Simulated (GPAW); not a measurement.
Crystal: CdSe (Cadmoselite).

```
Cd Se
1.0
     4.30000    0.00000    0.00000
    -2.15000    3.72391    0.00000
     0.00000    0.00000    7.02000
Cd Se
2 2
Direct
  0.66667 0.33333 0.50000
  0.33333 0.66667 0.00000
  0.66667 0.33333 0.88500
  0.33333 0.66667 0.38500
```

| Item | Value |
| --- | --- |
| Program | GPAW 26.7.0 |
| Task | relaxation of cell and atoms |
| Functional | PBEsol |
| Dispersion | D3(BJ) |
| Potentials or basis | PAW data sets generated in the run's folder for this functional |
| Cutoff | 600 eV |
| Basis | pw |
| k mesh | 5 × 5 × 3 |
| Occupations | fermi-dirac, width 0.05 eV |
| Spin | no spin polarisation |

At the start: pressure -1.7 GPa; volume 28.10 Å³/atom.

**Question.** How do energy, volume and symmetry change on relaxing?

**Answer.** Over 9 steps the energy falls by 9.9 meV/atom and the volume is 27.16 Å³/atom (-3.3 %); space group P6_3mc (No. 186, to 0.05 Å).

Step by step:
```csv
step,energy change (eV),largest force (eV/Å),pressure (GPa),volume (Å³)
1,0.0000,0.2696,-1.68,112.41
2,-0.0084,0.2387,-1.55,112.05
3,-0.0357,0.1313,-0.10,108.93
4,-0.0382,0.0189,-0.44,109.54
5,-0.0386,0.0228,-0.35,109.38
6,-0.0396,0.0095,0.00,108.69
7,-0.0397,0.0041,0.04,108.63
8,-0.0397,0.0112,0.03,108.64
9,-0.0397,0.0155,0.02,108.65
```

Final structure:
```
Cd Se
1.0
     4.25875    0.00000    0.00000
    -2.12937    3.68818    0.00000
     0.00000    0.00000    6.91740
Cd Se
2 2
Cartesian
  2.1294 1.2294 3.4863
  0.0000 2.4588 0.0276
  2.1294 1.2294 6.0943
  0.0000 2.4588 2.6356
```

Caveat: later steps reuse the first step's grids.
